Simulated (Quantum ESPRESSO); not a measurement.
FeSi2 (Linzhiite) in Quantum ESPRESSO: the effect of Hubbard term

Crystal: FeSi2 (Linzhiite).

```xyz
3
Lattice="2.6840 0.0000 0.0000 0.0000 2.6840 0.0000 0.0000 0.0000 5.1280" Properties=species:S:1:pos:R:3 pbc="T T T"
Fe    0.0000    0.0000    0.0000
Si    1.3420    1.3420    3.7434
Si    1.3420    1.3420    1.3846
```

Alike in all runs:

| Quantity | Value |
| --- | --- |
| Program | Quantum ESPRESSO 7.5 |
| Task | projected density of states |
| Functional | PBEsol |
| Potentials or basis | GBRV 1.5 PBEsol |
| Cutoff | 762 eV |
| Density cutoff | 6095 eV |
| k mesh | 8 × 8 × 4 |
| Occupations | fermi-dirac, width 0.05 eV |
| Spin | collinear spin, ferromagnetic start |
| Starting moments | [3.0, 0.0, 0.0] μB |
| Hubbard projectors | ortho-atomic |
| Mixing beta | 0.3 |
| Most SCF iterations | 120 |
| SCF threshold | 6e-10 Ry |
| Dos occupations | tetrahedra_opt |

One run gave: pressure 18.5 GPa; moment 1.90 μB; largest force 1.46 eV/Å. Which Hubbard term did it use?
A. Fe d U = 5 eV
B. Fe d U = 6 eV
C. Fe d U = 4 eV
D. Fe d U = 2 eV
E. Fe d U = 8 eV

B.

| Hubbard term | pressure (GPa) | moment (μB) | largest force (eV/Å) |
| --- | --- | --- | --- |
| Fe d U = 1 eV | -2.1 | 0.13 | 0.24 |
| Fe d U = 2 eV | -2.5 | 0.13 | 0.21 |
| Fe d U = 4 eV | 9.4 | 1.57 | 0.79 |
| Fe d U = 5 eV | 14.6 | 1.76 | 1.24 |
| Fe d U = 6 eV | 18.5 | 1.90 | 1.46 |
| Fe d U = 8 eV | 27.7 | 2.23 | 2.03 |

Caveats: the U is typed as a test and isn't derived for this compound; forces of over 1 eV/Å show positions far from the minimum, so gaps and moduli don't describe the material at rest (some runs).

Not every run made on this cell is shown here.
